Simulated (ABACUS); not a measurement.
# Hf (Im-3m) in ABACUS: a series of runs, part 2 of 2

ABACUS 3.10.1.

## Step 5: Single point, PBE, spin-orbit coupling, no magnetisation

INPUT

```
INPUT_PARAMETERS
suffix              Hf
calculation         scf
basis_type          lcao
pseudo_dir          ./
orbital_dir         ./
symmetry            0
dft_functional      pbe
ecutwfc             100
pseudo_rcut         10
nspin               4
nbands              32
ks_solver           genelpa
smearing_method     fd
smearing_sigma      0.00367493
scf_thr             1e-07
scf_nmax            100
mixing_type         broyden
mixing_beta         0.4
cal_force           1
cal_stress          1
noncolin            0
lspinorb            1
out_mul             1
out_chg             1
```

STRU

```
ATOMIC_SPECIES
Hf 178.4900 Hf.upf

NUMERICAL_ORBITAL
Hf_confined-atom_8au_3s2p2d1f.orb

LATTICE_CONSTANT
1.8897261246

LATTICE_VECTORS
-1.8050000000 1.8050000000 1.8050000000
1.8050000000 -1.8050000000 1.8050000000
1.8050000000 1.8050000000 -1.8050000000

ATOMIC_POSITIONS
Direct

Hf
0.0
1
0.0000000000 0.0000000000 0.0000000000 1 1 1
```

KPT

```
K_POINTS
0
Gamma
6 6 6 0 0 0
```

Potentials or basis: PseudoDojo NC FR 0.4 PBE standard, DZP LCAO (the cutoffs set its grid).

The run is started by

```bash
> OMP_NUM_THREADS=1 mpirun -np 4 abacus > log
```

running log:

```text
ABACUS v3.10.1

               Atomic-orbital Based Ab-initio Computation at UStc

 ------------------------------------------------------------------------------------

 READING GENERAL INFORMATION
                           global_out_dir = OUT.Hf/
                           global_in_card = INPUT
                               pseudo_dir = ./
                              orbital_dir = ./
                                    DSIZE = 4
                                    GSIZE = 1

 READING UNITCELL INFORMATION
                                    ntype = 1
                  lattice constant (Bohr) = 1.88973
              lattice constant (Angstrom) = 1

 READING ATOM TYPE 1
                               atom label = Hf
                      L=0, number of zeta = 3
                      L=1, number of zeta = 2
[... 328 lines left out ...]
       3       -21.8884     0.00462963
       4       -21.8884     0.00462963
       5       -14.3201     0.00462963
       6       -14.3201     0.00462963
[... 194 lines left out ...]
      31        35.2194        0.00000
      32        35.2194        0.00000

[... levels at 210 further k points ...]

-------------------------------------------------------------------------------------------
       Total Magnetism (uB)                    x                    y                    z
-------------------------------------------------------------------------------------------
                        Hf1         0.0000000000         0.0000000000         0.0000000000
-------------------------------------------------------------------------------------------

-------------------------------------------------------------------------------------------
       Total Magnetism (uB)       Magnitude (uB)       Polar (degree)     Azimuth (degree)
-------------------------------------------------------------------------------------------
                        Hf1         0.0000000000                 -nan         0.0000000000
-------------------------------------------------------------------------------------------

 correction force for each atom along direction 1 is 5.71822e-15
 correction force for each atom along direction 2 is 1.88647e-14
 correction force for each atom along direction 3 is -2.58997e-14
------------------------------------------------------------------------------------------
 TOTAL-FORCE (eV/Angstrom)
------------------------------------------------------------------------------------------
                       Hf1         0.0000000000         0.0000000000         0.0000000000
------------------------------------------------------------------------------------------

----------------------------------------------------------------
 TOTAL-STRESS (KBAR)
----------------------------------------------------------------
       -62.8181706592        -0.0000000000         0.0000000000
        -0.0000000000       -62.8181706592        -0.0000000000
         0.0000000000        -0.0000000000       -62.8181706596
----------------------------------------------------------------
 TOTAL-PRESSURE: -62.818171 KBAR

 --------------------------------------------
 !FINAL_ETOT_IS -1536.9102276283363153 eV
 --------------------------------------------
```

stdout:

```text
ABACUS v3.10.1

               Atomic-orbital Based Ab-initio Computation at UStc

%%%%%%%%%%%%%%%%%%%%%%%%%%%%%%%%%%%%%%%%%%%%%%%%%%%%%%%%%%%%%%%%%%%%%%%%%%%%%%%%%%%%%%%%%%%%%%%%%%%%%%%%%
 Warning: the number of valence electrons in pseudopotential > 4 for Hf: [Xe] 4f14 5d2 6s2
[... 34 lines left out ...]
 TOTAL-STRESS (KBAR)
----------------------------------------------------------------
       -62.8181706592        -0.0000000000         0.0000000000
        -0.0000000000       -62.8181706592        -0.0000000000
         0.0000000000        -0.0000000000       -62.8181706596
----------------------------------------------------------------
 TOTAL-PRESSURE: -62.818171 KBAR
```

It took 18 s on 4 MPI ranks of Intel Xeon Platinum 8488C (Sapphire Rapids), shared host; peak memory 0.56 GiB.

Results:

* Free energy: -1536.9102 eV
* Pressure: -6.3 GPa
* Band gap on the k mesh: none (metal or under the smearing width)

Caveat: the k mesh is coarse (spacing up to 0.41 Å⁻¹), so the values aren't converged; the atomic orbitals were generated for these runs and aren't a published set; the basis of atomic orbitals isn't converged, which shifts pressures, moduli and gaps.

## Step 6: Overview

```csv
potentials or basis,spin,cell,k mesh,mixing share,symmetry key,mesh quality,gap on the mesh (eV),pressure (GPa)
"PseudoDojo NC SR 0.4.1 PBE standard, DZP LCAO (the cutoffs set its grid)",off,as given,10 × 10 × 10,0.7,1,not flagged,none,-4.7
"PseudoDojo NC SR 0.4.1 PBE standard, DZP LCAO (the cutoffs set its grid)",off,cell strained at random at fixed volume,10 × 10 × 10,0.7,1,not flagged,none,-4.6
"PseudoDojo NC FR 0.4 PBE standard, DZP LCAO (the cutoffs set its grid)","SOC, no magnetisation",as given,6 × 6 × 6,0.4,0,coarse,none,-6.3
```

Alike in all rows: task single point; level PBE; cutoff (eV) 1361; smearing fermi-dirac 0.05 eV.

Caveats: some runs use coarse meshes; the atomic orbitals were generated for these runs and aren't a published set; the basis of atomic orbitals isn't converged, which shifts pressures, moduli and gaps.

Absolute energies hang on the potentials; compare differences alone.
